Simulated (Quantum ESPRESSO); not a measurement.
# How AlAs absorbs and reflects light, part 3 of 3

Wanted: where AlAs starts to absorb, how strongly, and its refractive index.

Quantum ESPRESSO 7.5; DFT, PBE, plane waves with norm-conserving potentials (PseudoDojo), scalar-relativistic, independent-particle optical response without local fields and without the non-local commutator.

So far. Step 2 (Ground state): There is a gap, 1.55 eV on this mesh (points off the mesh can give less), so no carriers' term is needed.

### 5. Dielectric function

With the density converged, the vertical transitions are summed over the zone.

This step: DFT, PBE, plane waves with norm-conserving potentials (PseudoDojo), scalar-relativistic, independent-particle optical response without local fields and without the non-local commutator (Quantum ESPRESSO 7.5).

Contents of epsilon.in:

```
&inputpp
  prefix = 'x'
  outdir = './tmp'
  calculation = 'eps'
/
&energy_grid
  smeartype = 'gauss'
  intersmear = 0.4
  wmin = 0.0
  wmax = 22
  nw = 500
/
```

Command:

```sh
$ mpirun -n 4 epsilon.x -nk 4 -in epsilon.in
```

Log:

```text
[banner, memory and clock lines left out]

     Broadcasting variables...

     IMPORTANT: XC functional enforced from input :
     Exchange-correlation= PBE
                           (   1   4   3   4   0   0   0)
     Any further DFT definition will be discarded

     G-vector sticks info

     Fermi energy [eV] is:  6.50203
     The system is a dielectric...
     metallic system: redefining wmin =     0.000000

     Performing eps calculation...

     xx,yy,zz plasmon frequences [eV] are:    14.945512416   14.945512416   14.945512416
```

Elapsed: 1.8 s, on 4 MPI ranks of Arm Neoverse V2, shared host; peak memory 0.05 GiB.

Read-outs, printed or worked out from the files:

| Property | Result |
| --- | --- |
| electronic dielectric constant ε∞, mean over x, y and z (by symmetry where fewer were run) | 9.778 |
| main peak of Im epsilon, first axis | 4.220 eV |
| centre of weight of the strongest loss peak in the window | 16.44 eV |

Values under the direct gap are tails of Lorentzian lines. Table of Im ε, any direction by photon energy; read off at these points:

| photon energy (eV) | Im ε, any direction |
| --- | --- |
| 0.0 | 0 |
| 1.0 | 0.233 |
| 2.0 | 1.19 |
| 3.0 | 7.47 |
| 4.0 | 20.7 |
| 4.2 | 25.0 |
| 5.0 | 15.9 |
| 6.0 | 7.09 |
| 7.0 | 5.03 |
| 8.0 | 2.78 |
| 9.0 | 1.98 |
| 10.0 | 1.36 |
| 11.0 | 0.834 |
| 12.0 | 0.542 |
| 13.0 | 0.375 |
| 14.0 | 0.359 |
| 15.0 | 0.274 |
| 16.0 | 0.211 |
| 17.0 | 0.170 |
| 18.0 | 0.135 |
| 19.0 | 0.115 |
| 20.0 | 0.0887 |
| 21.0 | 0.0714 |
| 22.0 | 0.0675 |

Table of Re ε, any direction by photon energy:

photon energy (eV), Re ε, any direction and a bar from the least value:
```
        0        9.8 #####################
        1       10.3 #####################
        2       12.4 ########################
        3       16.4 ##############################
        4       13.7 ##########################
        5       -2.5 ###
        6       -4.6 
        7       -4.0 #
        8       -3.7 #
        9       -2.4 ###
       10       -2.0 ####
       11       -1.3 #####
       12       -0.9 #####
       13       -0.6 ######
       14       -0.3 ######
       15       -0.2 ######
       16        0.0 #######
       17        0.1 #######
       18        0.2 #######
       19        0.3 #######
       20        0.4 #######
       21        0.4 #######
       22        0.5 #######
```

Values under the direct gap are tails of Lorentzian lines. Table of loss function −Im 1/ε at q → 0, any direction by energy loss; read off at these points:

energy loss (eV), loss function −Im 1/ε at q → 0, any direction and a bar:
```
      0.0       0.00 
      1.0       0.00 
      2.0       0.01 
      3.0       0.02 
      4.0       0.03 
      5.0       0.06 
      6.0       0.10 #
      7.0       0.12 #
      8.0       0.13 #
      9.0       0.20 #
     10.0       0.23 #
     11.0       0.34 ##
     12.0       0.47 ###
     13.0       0.78 #####
     14.0       1.56 #########
     15.0       2.60 ###############
     16.0       4.70 ############################
     16.4       5.13 ##############################
     17.0       4.43 ##########################
     18.0       2.21 #############
     19.0       1.24 #######
     20.0       0.68 ####
     21.0       0.40 ##
     22.0       0.30 ##
```

Refractive index n and extinction k against photon energy:

| photon energy (eV) | n | k |
| --- | --- | --- |
| 0 | 3.13 | 0 |
| 1 | 3.21 | 0.0363 |
| 2 | 3.53 | 0.168 |
| 3 | 4.15 | 0.901 |
| 4 | 4.38 | 2.36 |
| 5 | 2.61 | 3.05 |
| 6 | 1.39 | 2.55 |
| 7 | 1.10 | 2.29 |
| 8 | 0.682 | 2.04 |
| 9 | 0.594 | 1.67 |
| 10 | 0.452 | 1.50 |
| 11 | 0.347 | 1.20 |
| 12 | 0.272 | 0.998 |
| 13 | 0.235 | 0.799 |
| 14 | 0.284 | 0.632 |
| 15 | 0.274 | 0.499 |
| 16 | 0.311 | 0.339 |
| 17 | 0.383 | 0.222 |
| 18 | 0.477 | 0.142 |
| 19 | 0.542 | 0.106 |
| 20 | 0.597 | 0.0743 |
| 21 | 0.648 | 0.0550 |
| 22 | 0.685 | 0.0493 |

Reflectivity at normal incidence, any direction against photon energy; read off at these points:

| photon energy (eV) | reflectivity at normal incidence, any direction (%) |
| --- | --- |
| 0.00 | 26.6 |
| 0.50 | 26.8 |
| 1.00 | 27.6 |
| 1.50 | 29.0 |
| 2.00 | 31.2 |
| 2.50 | 35.0 |
| 3.00 | 39.2 |
| 3.50 | 42.7 |
| 4.00 | 49.2 |
| 4.50 | 53.9 |
| 5.00 | 53.3 |
| 5.50 | 58.7 |
| 5.64 | 60.6 |
| 6.00 | 54.5 |
| 6.50 | 57.5 |
| 7.00 | 54.3 |
| 7.50 | 55.6 |
| 8.00 | 60.9 |
| 8.11 | 61.6 |
| 8.50 | 56.4 |
| 9.00 | 55.4 |
| 9.35 | 59.8 |
| 9.50 | 58.3 |
| 10.00 | 58.5 |
| 10.27 | 63.8 |
| 10.50 | 61.7 |
| 11.00 | 57.5 |
| 11.42 | 63.6 |
| 11.50 | 63.2 |
| 12.00 | 58.4 |
| 12.50 | 60.3 |
| 13.00 | 56.6 |
| 13.50 | 51.5 |
| 14.00 | 44.5 |
| 14.50 | 41.7 |
| 15.00 | 41.4 |
| 15.50 | 39.0 |
| 16.00 | 32.1 |
| 16.50 | 26.6 |
| 17.00 | 21.9 |
| 17.50 | 17.7 |
| 18.00 | 13.4 |
| 18.50 | 11.8 |
| 19.00 | 9.24 |
| 19.50 | 8.19 |
| 20.00 | 6.56 |
| 20.50 | 5.38 |
| 21.00 | 4.66 |
| 21.50 | 3.88 |
| 22.00 | 3.58 |

From ε follow the optical constants at some laser and lamp lines:

| wavelength (nm) | n | k | R (%) | 1/α |
| --- | --- | --- | --- | --- |
| 1064 | 3.24 | 0.045 | 28.0 | 1.9 µm |
| 800 | 3.35 | 0.073 | 29.2 | 870 nm |
| 633 | 3.51 | 0.156 | 31.1 | 322 nm |
| 532 | 3.71 | 0.209 | 33.2 | 202 nm |
| 450 | 4.05 | 0.549 | 37.2 | 65 nm |
| 365 | 4.28 | 1.144 | 41.4 | 25 nm |
| 248 | 2.61 | 3.051 | 53.3 | 6.5 nm |

Below the direct gap, k and the depth come from the tails of the Lorentzian lines, not from transitions.

Rows near the edge hang on the gap, which this functional as a rule makes too small, and phonon-assisted absorption is left out.

### 6. Outcome

```json
{
 "electronic dielectric constant ε∞, mean over x, y and z (by symmetry where fewer were run) (independent particles)": "9.78",
 "main peak of Im epsilon, first axis": "4.22 eV",
 "centre of weight of the strongest loss peak in the window, first axis": "16.4 eV"
}
```

What this shows: At this level (PBE, independent particles) AlAs has ε∞ = 9.78 and n = 3.18 at 1550 nm, and Im ε peaks at 4.2 eV. Excitons and phonon-assisted transitions are missing, and so are local fields; PBE gaps are as a rule too small, which pulls the onset down and ε∞ up. epsilon.x leaves out the commutator of the non-local potential, so its intensities are off, as a rule too high. The sum runs over mesh points, so small or evenly spaced maxima can still be ripples of the mesh.

[Machine, clock, banner and «Message from routine» lines are left out of the logs.]

[Logs are printed without paths, hosts, clocks, repeated set-up lines and the standing remarks that a program may print on its own settings, such as how far it seeks lower states.]

[Hosts, paths, dates, database ids (printed as entryN), source tags and the programs' standing remarks are cut or masked in the printed files.]
